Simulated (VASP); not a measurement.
# MgS (P6_3mc) in VASP: further runs

The runs below take MgS through single point, with LDA.

Everything below comes from runs of VASP 6.6.1. Logs are shortened: lines on timing, memory, paths and dates and some standing lists are left out, and cuts for length are marked.

## (1) The crystal as given

It takes space group P6_3mc (No. 186, hexagonal). The conventional cell has a = 3.962 Å, b = 3.962 Å, c = 6.316 Å, α = 90.00°, β = 90.00°, γ = 120.00°. Mg (site symmetry 3m) has 4 S at 2.40 to 2.42 Å as nearest neighbours. S (site symmetry 3m) is surrounded by 4 Mg at 2.40 to 2.42 Å.

The cell comes from a database or a generator and needn't be the stable form of this composition.

## (2) Single point, LDA

File INCAR:

```
ALGO = Normal
EDIFF = 1E-6
ENCUT = 520
GGA = CA
ISIF = 2
ISMEAR = 0
LASPH = T
LCHARG = F
LREAL = F
LWAVE = F
NBANDS = 16
NELM = 100
PREC = Accurate
SIGMA = 0.01
```

File KPOINTS:

```
k-points
0
Gamma
  6 6 4
```

File POSCAR:

```
MgS
1.0
    3.9615810668      0.0000000000      0.0000000000
   -1.9807905334      3.4308296990      0.0000000000
    0.0000000000      0.0000000000      6.3158467203
Mg S
2 2
Direct
    0.6666666667      0.3333333333      0.4957550000
    0.3333333333      0.6666666667      0.9957550000
    0.3333333333      0.6666666667      0.3792440000
    0.6666666667      0.3333333333      0.8792440000
```

Potentials or basis: VASP PAW LDA potentials, release 64 (Mg, S).

Started as:

```bash
cat potpaw_LDA.64/Mg/POTCAR potpaw_LDA.64/S/POTCAR > POTCAR
mpirun -np 1 vasp_std > vasp.out
```

OUTCAR:

```text
EDIFF = 1E-6
   ENCUT = 520
   GGA = CA
   ISIF = 2
   ISMEAR = 0
   LASPH = T
   LREAL = F
   NELM = 100
   PREC = Accurate

 ion  position               nearest neighbor table
   1  0.667  0.333  0.496-   3 2.40   3 2.40   3 2.40   4 2.42
   2  0.333  0.667  0.996-   4 2.40   4 2.40   4 2.40   3 2.42
   3  0.333  0.667  0.379-   1 2.40   1 2.40   1 2.40   2 2.42
   4  0.667  0.333  0.879-   2 2.40   2 2.40   2 2.40   1 2.42

  LATTYP: Found a hexagonal cell.
 ALAT       =     3.9615810668
 C/A-ratio  =     1.5942742591

  Lattice vectors:

 A1 = (   3.9615810668,   0.0000000000,   0.0000000000)
 A2 = (  -1.9807905334,   3.4308296990,   0.0000000000)
 A3 = (   0.0000000000,   0.0000000000,   6.3158467203)

Analysis of symmetry for initial positions (statically):
=====================================================================
 Subroutine PRICEL returns:
 Original cell was already a primitive cell.

 Routine SETGRP: Setting up the symmetry group for a
 hexagonal supercell.

 Subroutine GETGRP returns: Found 12 space group operations
 (whereof  6 operations were pure point group operations)
 out of a pool of 24 trial point group operations.

The static configuration has the point symmetry C_3v.
 The point group associated with its full space group is C_6v.

Analysis of symmetry for dynamics (positions and initial velocities):
=====================================================================
 Subroutine PRICEL returns:
 Original cell was already a primitive cell.

 Routine SETGRP: Setting up the symmetry group for a
 hexagonal supercell.

 Subroutine GETGRP returns: Found 12 space group operations
 (whereof  6 operations were pure point group operations)
 out of a pool of 24 trial point group operations.

The dynamic configuration has the point symmetry C_3v.
 The point group associated with its full space group is C_6v.

 Subroutine INISYM returns: Found 12 space group operations
 (whereof  6 operations are pure point group operations),
 and found     1 'primitive' translations

----------------------------------------------------------------------------------------

                                     Primitive cell

  volume of cell :      85.8419

  direct lattice vectors                    reciprocal lattice vectors
     3.961581067  0.000000000  0.000000000     0.252424470  0.145737342  0.000000000
    -1.980790533  3.430829699  0.000000000     0.000000000  0.291474683  0.000000000
     0.000000000  0.000000000  6.315846720     0.000000000  0.000000000  0.158331898

  length of vectors
     3.961581067  3.961580942  6.315846720     0.291474674  0.291474683  0.158331898

  position of ions in fractional coordinates (direct lattice)
     0.666666667  0.333333333  0.495755000
     0.333333333  0.666666667  0.995755000
     0.333333333  0.666666667  0.379244000
     0.666666667  0.333333333  0.879244000

  ion indices of the primitive-cell ions
   primitive index   ion index
                 1           1
                 2           2
                 3           3
                 4           4

----------------------------------------------------------------------------------------

 KPOINTS: k-points

Automatic generation of k-mesh.
 Grid dimensions read from file:
 generate k-points for:    6    6    4

 Generating k-lattice:

  Cartesian coordinates                     Fractional coordinates (reciprocal lattice)
     0.042070745  0.024289557  0.000000000     0.166666667  0.000000000  0.000000000
     0.000000000  0.048579114  0.000000000     0.000000000  0.166666667  0.000000000
     0.000000000  0.000000000  0.039582975     0.000000000  0.000000000  0.250000000

  Length of vectors
     0.048579112  0.048579114  0.039582975

  Shift w.r.t. Gamma in fractional coordinates (k-lattice)
     0.000000000  0.000000000  0.000000000

 Subroutine IBZKPT returns following result:
 ===========================================

 Found     21 irreducible k-points:

 Following reciprocal coordinates:
            Coordinates               Weight
  0.000000  0.000000  0.000000      1.000000
  0.166667 -0.000000  0.000000      6.000000
  0.333333  0.000000  0.000000      6.000000
  0.500000 -0.000000  0.000000      3.000000
  0.166667  0.166667  0.000000      6.000000
  0.333333  0.166667  0.000000     12.000000
[... 13 lines left out ...]
  0.333333  0.166667  0.500000     12.000000
  0.333333  0.333333  0.500000      2.000000
   k-points           NKPTS =     21   k-points in BZ     NKDIM =     21   number of bands    NBANDS=     16
   number of dos      NEDOS =    301   number of ions     NIONS =      4
   total plane-waves  NPLWV =  43200
   dimension x,y,z NGX =    30 NGY =   30 NGZ =   48
   dimension x,y,z NGXF=    60 NGYF=   60 NGZF=   96
   ions per type =               2   2
   NGX,Y,Z   is equivalent  to a cutoff of  12.59, 12.59, 12.63 a.u.
   NGXF,Y,Z  is equivalent  to a cutoff of  25.18, 25.18, 25.27 a.u.
 SYSTEM =  unknown system
   PREC   = accura    normal or accurate (medium, high low for compatibility)
   ISTART =      0    job   : 0-new  1-cont  2-samecut
   ICHARG =      2    charge: 1-file 2-atom 10-const
   ISPIN  =      1    spin polarized calculation?
   LNONCOLLINEAR =      F non collinear calculations
   LSORBIT =      F    spin-orbit coupling
   LASPH  =      T    aspherical Exc in radial PAW
   ENCUT  =  520.0 eV  38.22 Ry    6.18 a.u.   7.37  7.37 11.74*2*pi/ulx,y,z
   NELM   =    100;   NELMIN=  2; NELMDL= -5     # of ELM steps
   EDIFF  = 0.1E-05   stopping-criterion for ELM
   LREAL  =      F    real-space projection
   EDIFFG = 0.1E-04   stopping-criterion for IOM
   NSW    =      0    number of steps for IOM
   IBRION =     -1    ionic relax: 0-MD 1-quasi-New 2-CG
   NFREE  =      0    steps in history (QN), initial steepest desc. (CG)
   ISIF   =      2    stress and relaxation
   ISYM   =      2    0-nonsym 1-usesym 2-fastsym
   POTIM  = 0.5000    time-step for ionic-motion
   TEBEG  =    0.0;   TEEND  =   0.0 temperature during run
   PSTRESS=    0.0 pullay stress
   NELECT =      16.0000    total number of electrons
   NUPDOWN=      -1.0000    fix difference up-down
   EMIN   =  10.00;   EMAX   =-10.00  energy-range for DOS
   EFERMI =   0.00;   METHOD = LEGACY
   ISMEAR =     0;   SIGMA  =   0.01  broadening in eV -4-tet -1-fermi 0-gaus
   EFERMI_NEDOS =   21; number of points for ismear=-14 and -15
   IALGO  =     38    algorithm
   IMIX   =      4    mixing-type and parameters
     AMIX     =   0.40;   BMIX     =  1.00
     AMIX_MAG =   1.60;   BMIX_MAG =  1.00
  volume/ion in A,a.u.               =      21.46       144.82
  Fermi-wavevector in a.u.,A,eV,Ry     =   0.935151  1.767179 11.898395  0.874507
  Thomas-Fermi vector in A             =   2.062029
   LORBIT       =      0    0 simple, 1 ext, 2 COOP (PROOUT), +10 PAW based schemes
   GGA     = CA    functional components
   LHFCALC =     F    Hartree Fock is set to
   AEXX    =    0.0000 exact exchange contribution
   IVDW    =     0    specifies the selected vdW correction
   LEPSILON=     F    determine dielectric tensor
   LRPA    =     F    only Hartree local field effects (RPA)
 non-spin polarized calculation
 Gauss-broadening in eV      SIGMA  =   0.01
  energy-cutoff  :      520.00
  volume of cell :       85.84
 maximum number of plane-waves:      2364
 NGX is ok and might be reduce to    30
   NGX = 15   NGY = 15   NGZ = 23

 number of electron      15.9999999 magnetization

 Free energy of the ion-electron system (eV)
  ---------------------------------------------------
  ext. energy  EPLUGINS =         0.00000000
  ---------------------------------------------------
  free energy    TOTEN  =       -18.81895232 eV

  energy without entropy =      -18.81895232  energy(sigma->0) =      -18.81895232

 E-fermi :   1.5000     XC(G=0):  -8.9674

 val. band max:        1.3946726110   @ k =   0.0000   0.0000   0.0000
 cond. band min:       4.8297024439   @ k =   0.0000   0.0000   0.0000
 fundamental gap:      3.4350298329
 Fermi energy:         1.4999575358

 k-point     1 :       0.0000    0.0000    0.0000
  band No.  band energies     occupation
      1     -10.1869      2.00000
      2      -9.3429      2.00000
      3      -2.1120      2.00000
      4       0.7703      2.00000
      5       0.7703      2.00000
      6       1.2225      2.00000
[... 8 lines left out ...]
     15       9.8599      0.00000
     16      10.5985      0.00000

 k-point     2 :       0.1667   -0.0000    0.0000
  band No.  band energies     occupation
      1     -10.0358      2.00000
      2      -9.2693      2.00000
      3      -1.8824      2.00000
      4      -0.0666      2.00000
      5       0.3763      2.00000
      6       0.5431      2.00000
[... 8 lines left out ...]
     15      10.0161      0.00000
     16      10.0398      0.00000

 k-point     3 :       0.3333    0.0000    0.0000
  band No.  band energies     occupation
      1      -9.6722      2.00000
      2      -9.1458      2.00000
      3      -1.4202      2.00000
      4      -1.1772      2.00000
      5      -0.7548      2.00000
      6       0.1884      2.00000
[... 8 lines left out ...]
     15      10.0780      0.00000
     16      11.5093      0.00000

 k-point     4 :       0.5000   -0.0000    0.0000
  band No.  band energies     occupation
      1      -9.4165      2.00000
      2      -9.1356      2.00000
      3      -1.8810      2.00000
      4      -1.2493      2.00000
      5      -0.6635      2.00000
      6       0.0385      2.00000
[... 8 lines left out ...]
     15      10.4544      0.00000
     16      12.5005      0.00000
[... 267 lines left out ...]
 k-point    19 :       0.1667    0.1667    0.5000
  band No.  band energies     occupation
      1      -9.4890      2.00000
      2      -9.4890      2.00000
      3      -1.2713      2.00000
      4      -1.2713      2.00000
      5       0.2546      2.00000
      6       0.2546      2.00000
[... 8 lines left out ...]
     15      10.2879      0.00000
     16      10.2879      0.00000

 k-point    20 :       0.3333    0.1667    0.5000
  band No.  band energies     occupation
      1      -9.2749      2.00000
      2      -9.2749      2.00000
      3      -1.7650      2.00000
      4      -1.7650      2.00000
      5      -0.1960      2.00000
      6      -0.1960      2.00000
[... 8 lines left out ...]
     15      10.8128      0.00000
     16      10.8128      0.00000

 k-point    21 :       0.3333    0.3333    0.5000
  band No.  band energies     occupation
      1      -9.2009      2.00000
      2      -9.2009      2.00000
      3      -1.6343      2.00000
      4      -1.6343      2.00000
      5      -0.8176      2.00000
      6      -0.8176      2.00000
[... 8 lines left out ...]
     15      10.6053      0.00000
     16      10.6053      0.00000

------------------------ aborting loop because EDIFF is reached ----------------------------------------

  FORCE on cell =-STRESS in cart. coord.  units (eV):
  Direction    XX          YY          ZZ          XY          YZ          ZX
  --------------------------------------------------------------------------------------
  -------------------------------------------------------------------------------------
  Total        0.5358734      0.5358733      0.3071634      0.0000000      0.0000000      0.0000000
  in kB       10.0016920     10.0016911      5.7329844      0.0000000      0.0000000      0.0000000
  external PRESSURE =       8.5787892 kB  Pullay stress =       0.0000000 kB

 VOLUME and BASIS-vectors are now :
 -----------------------------------------------------------------------------
  energy-cutoff  :      520.00
  volume of cell :       85.84
      direct lattice vectors                 reciprocal lattice vectors
     3.961581067  0.000000000  0.000000000     0.252424470  0.145737342  0.000000000
    -1.980790533  3.430829699  0.000000000     0.000000000  0.291474683  0.000000000
     0.000000000  0.000000000  6.315846720     0.000000000  0.000000000  0.158331898

 POSITION                                       TOTAL-FORCE (eV/Angst)
 -----------------------------------------------------------------------------------
      1.98079      1.14361      3.13111        -0.000000     -0.000000      0.047925
     -0.00000      2.28722      6.28904         0.000000      0.000000      0.047925
     -0.00000      2.28722      2.39525        -0.000000      0.000000     -0.047925
      1.98079      1.14361      5.55317         0.000000     -0.000000     -0.047925
 -----------------------------------------------------------------------------------
    total drift:                               -0.000000      0.000000     -0.000293

  FREE ENERGIE OF THE ION-ELECTRON SYSTEM (eV)
  ---------------------------------------------------
  free  energy   TOTEN  =       -18.8189523234 eV

  energy  without entropy=      -18.8189523234  energy(sigma->0) =      -18.81895232
```

It took 19 s on 1 thread of Intel Xeon Platinum 8259CL at 2.50GHz (Skylake/Cascade Lake), shared host; peak memory 0.17 GiB.

What came out:

| Quantity | Value |
| --- | --- |
| Free energy | -18.8190 eV |
| Pressure | 0.9 GPa |
| Largest force | 0.048 eV/Å |
| Band gap on the k mesh | 3.43 eV, direct |

Forces on the atoms (eV/Å):
```
Mg   0.000  0.000  0.048
Mg   0.000  0.000  0.048
S    0.000  0.000 -0.048
S    0.000  0.000 -0.048
```

Stress tensor (GPa, compression positive):
```
1.00 0.00 0.00
0.00 1.00 0.00
0.00 0.00 0.57
```

As with any semilocal functional, this LDA gap is likely too small.

## (3) Single point, LDA

This run uses another cell than the first one, of 22.67 Å³/atom, 1.056 times its volume.

File INCAR:

```
  PREC = Accurate
  ENCUT = 520
  EDIFF = 1E-7
  ISMEAR = 0
  SIGMA = 0.01
  LREAL = False
  LASPH = True
  NELM = 100
  ALGO = Normal
  ISIF = 2
  LWAVE = False
  LCHARG = False
  NBANDS = 16
```

File KPOINTS:

```
Automatic mesh
0
Gamma
  6 6 4
```

File POSCAR:

```
MgS
1.0
    4.0346220000      0.0000000000      0.0000000000
   -2.0173110000      3.4940850000      0.0000000000
    0.0000000000      0.0000000000      6.4322940000
Mg S
2 2
Direct
    0.6666666667      0.3333333333      0.4957550000
    0.3333333333      0.6666666667      0.9957550000
    0.3333333333      0.6666666667      0.3792440000
    0.6666666667      0.3333333333      0.8792440000
```

Potentials or basis: VASP PAW LDA potentials, release 64 (Mg, S).

Started as:

```bash
cat potpaw_LDA.64/Mg/POTCAR potpaw_LDA.64/S/POTCAR > POTCAR
mpirun -np 1 vasp_std > vasp.out
```

It took 21 s on 1 thread of Intel Xeon Platinum 8259CL at 2.50GHz (Skylake/Cascade Lake), shared host; peak memory 0.17 GiB.

Results (log left out):

```
Free energy            : -18.7946 eV
Pressure               : -2.4 GPa
Largest force          : 0.053 eV/Å
Band gap on the k mesh : 3.16 eV, direct
```

Forces in eV/Å, atoms in the order of the input:
```
Mg   0.000  0.000  0.053
Mg   0.000  0.000  0.053
S    0.000  0.000 -0.053
S    0.000  0.000 -0.053
```

Stress tensor (GPa, compression positive):
```
-2.32  0.00  0.00
 0.00 -2.32  0.00
 0.00  0.00 -2.51
```

Levels at points of the mesh, in eV from the valence-band top:
| k point | band 4 | band 5 | band 6 | band 7 | band 8 | band 9 | band 10 | band 11 | band 12 | band 13 |
| --- | --- | --- | --- | --- | --- | --- | --- | --- | --- | --- |
| (0.00, 0.00, 0.00) | -0.59 | -0.59 | -0.16 | -0.16 | 0.00 | 3.16 | 4.43 | 7.28 | 7.28 | 8.04 |
| (0.50, 0.00, 0.00) | -2.51 | -1.93 | -1.28 | -0.97 | -0.48 | 4.48 | 4.99 | 5.57 | 7.32 | 8.07 |
| (0.00, 0.00, 0.50) | -1.97 | -0.38 | -0.38 | -0.38 | -0.38 | 4.66 | 4.66 | 7.39 | 7.39 | 7.44 |
| (0.50, 0.00, 0.50) | -3.20 | -0.92 | -0.92 | -0.83 | -0.83 | 4.40 | 4.40 | 6.08 | 6.08 | 9.05 |

Expect the measured gap to be larger: semilocal functionals such as LDA lack the derivative discontinuity.
